**Question**

An engineer wants the edge of the aluminium cell from a calculation, and perhaps the electron bands as well. Five levels of theory were run on one fixed cell, whose edge of 4.05 Å is close to the measured one at room temperature. A positive pressure means that the crystal would expand if it were free to, a negative one that it would contract.

VASP 6.6.1, Hartree-Fock and hybrid functionals without dispersion correction, for fcc aluminium at a fixed cell edge of 4.05 Å, without spin polarisation. All rows use the recommended PBE PAW potentials, a plane-wave cutoff of 520 eV, a 6 × 6 × 6 k mesh for the one-atom cell and Fermi-Dirac smearing of 0.05 eV. Pressure is positive in compression.

| functional | pressure (GPa) |
| --- | --- |
| HF | 11.900 |
| HSE03 | -0.740 |
| HSE06 | -0.920 |
| r2SCAN0 | -3.240 |
| r2SCAN50 | -2.650 |

HF is Hartree-Fock, which has exact exchange and no correlation. The other four are hybrids, which mix a share of exact exchange into an ordinary density functional. Which levels are fit for which purpose, and is the one with the pressure nearest to zero the best?

**Model answer**

*What pressure should a good level give?* Not zero. The calculation holds the nuclei still, while in the real crystal they vibrate. Bonds stiffen when the crystal is squeezed, so the vibrations gain energy on compression and push outward. In the real crystal at rest, this push balances an inward pull of the electrons and still nuclei, and that pull is what the calculation should find.

The size of the push is P = γE/V. Here γ ≈ 2.2 says how fast the vibrations stiffen on compression, E is the vibrational energy per atom and V = 16.6 Å³ is the volume per atom. At 300 K, the Debye model with a Debye temperature of about 400 K gives E ≈ 0.084 eV, zero-point motion included. Hence

P ≈ 2.2 × 0.084 eV / 16.6 Å³ ≈ 0.011 eV/Å³ ≈ 1.8 GPa,

and the target for the table is about −1.8 GPa. The constants are rough recalled values for aluminium, and no row of the table entered the estimate.

*What does a miss cost?* A small miss in pressure, divided by three times the bulk modulus (roughly 76 GPa), gives the relative error of the edge. HSE06 lies 0.9 GPa above the target, so its edge would come out about 0.4 % too long. Both HSE levels err by about that much, while r2SCAN50 and r2SCAN0 give edges about 0.4 % and 0.7 % too short. The printed output after this text lists the estimate for each level.

*Why does Hartree-Fock fail?* Taken at face value, its pressure makes the edge too long by several per cent, far more than the tolerances considered below. The printed 4.5 % assumes that the Hartree-Fock metal, once expanded, is as stiff as the real one; if it is softer, as expected, the error is larger. Electrons avoid one another, and the energy gained by this correlation grows as they are packed more densely. Correlation therefore rewards compression, and a theory without it leaves the metal too large. In a uniform electron gas as dense as aluminium's valence electrons, the inward pull of correlation is of the order of 5 GPa.

That is the right direction and order of magnitude, but Hartree-Fock lies 13 to 15 GPa above the hybrids. The rest of the gap is not explained here. The treatment of exchange changes in the same step, but in a uniform gas exact and ordinary exchange give the same pressure, and a quarter more exact exchange goes with only 0.6 GPa between the two r2SCAN rows. The coarse mesh, too, is expected to supply only a small part. What the uniform gas leaves out is the atomic core: Hartree-Fock also lacks the correlation between core and valence electrons, and the frozen cores, prepared for PBE, are expected to suit it least. None of this was tested.

*Are the hybrids then good for the bands?* The pressure cannot tell, but the width of the occupied band can. Free electrons of this density would fill a band 11.7 eV wide; HSE03 gives 12.9 eV and r2SCAN0 14.3 eV. Exact exchange lowers the slow electrons at the bottom of the band more than the fast ones at the top, and so stretches it. In a real metal the mobile electrons screen the long-range part of this effect. HSE03 cuts that part off, while the r2SCAN0 run keeps it up to a distance set by the k mesh. This fits the order of the two widths, although their underlying functionals differ too and the coarse mesh may shift both. The measured band of aluminium is, as far as recalled, no wider than the free-electron one, so both hybrids stretch it too far and neither is a good choice for the bands.

*Advice.* Reject Hartree-Fock for the cell size. If 1 % of the edge is enough, each of the four hybrids passes on these estimates. If 0.5 % is needed, the allowed miss is only about 1.1 GPa. r2SCAN0 exceeds it by only 0.3 GPa, and the other three hybrids already use up most of it, so the error of the coarse mesh of k points, never tested against a finer one, could carry any of the four across the limit. A shift common to all rows would help one pair of hybrids and harm the other, since they miss in opposite directions. Without symmetry, doubling the mesh in each direction multiplies the work of exact exchange by 64, because it couples pairs of k points, but that of an ordinary functional by only 8. The cubic symmetry, which here leaves 16 of the 216 points to be computed, is expected to make both factors smaller while keeping their ratio. Many ordinary functionals, PBE among them, are built to be right for the uniform electron gas, which aluminium's valence electrons resemble. One of these is the sensible first choice, though the table has none to compare.

**Remarks on the reasoning**

The tempting mistake is to rank the levels by their distance from zero pressure. HSE03 would then win, and both r2SCAN hybrids would seem to shorten the edge by more than 1 %. Against the vibrational target, HSE06 and r2SCAN50 miss by nearly equal amounts in opposite directions. With a target this rough and a mesh this coarse, such a near tie does not show which of the two is better.

A full answer also resists explaining every step in the table. The two HSE levels differ by only 0.2 GPa, which a finer mesh could alter. The two r2SCAN hybrids differ by 0.6 GPa, but their runs also treat long-range exchange differently, so the step cannot be put down to the share of exact exchange alone. Only the failure of Hartree-Fock is so large that such tests are not expected to overturn it, though they may change its size.

The analysis program printed:

```
vibrational pressure at 300 K, zero-point part included (GPa, rough): 1.793
zero-point motion alone (GPa, rough): 0.8233
miss against the static target and error of the edge:
       row  pressure_GPa  miss_GPa  edge_error_percent  edge_error_if_target_zero_percent
        HF          11.9     13.69               4.496                               4.03
     HSE03         -0.74     1.053               0.449                            -0.3313
     HSE06         -0.92    0.8729               0.374                            -0.4141
   r2SCAN0         -3.24    -1.447             -0.6613                             -1.565
  r2SCAN50         -2.65   -0.8571             -0.3851                             -1.256
change of edge per GPa (percent, small pressures): 0.4386
pressure that corresponds to 0.5 percent of the edge (GPa): 1.14
Hartree-Fock above the highest hybrid (GPa): 12.64
Hartree-Fock above the lowest hybrid (GPa): 15.14
spread among the four hybrids (GPa): 2.5
HSE03 less HSE06 (GPa): 0.18
r2SCAN50 less r2SCAN0 (GPa): 0.59
correlation pressure of the uniform gas (GPa, order of magnitude): -5.081
occupied band width HSE03, then r2SCAN0 (eV): 12.89, 14.32
free-electron band width at this density (eV): 11.65
excess over free electrons HSE03, then r2SCAN0 (eV): 1.231, 2.663
cost factor for doubling the mesh in each direction, k-point pairs then single k points: 64, 8
```
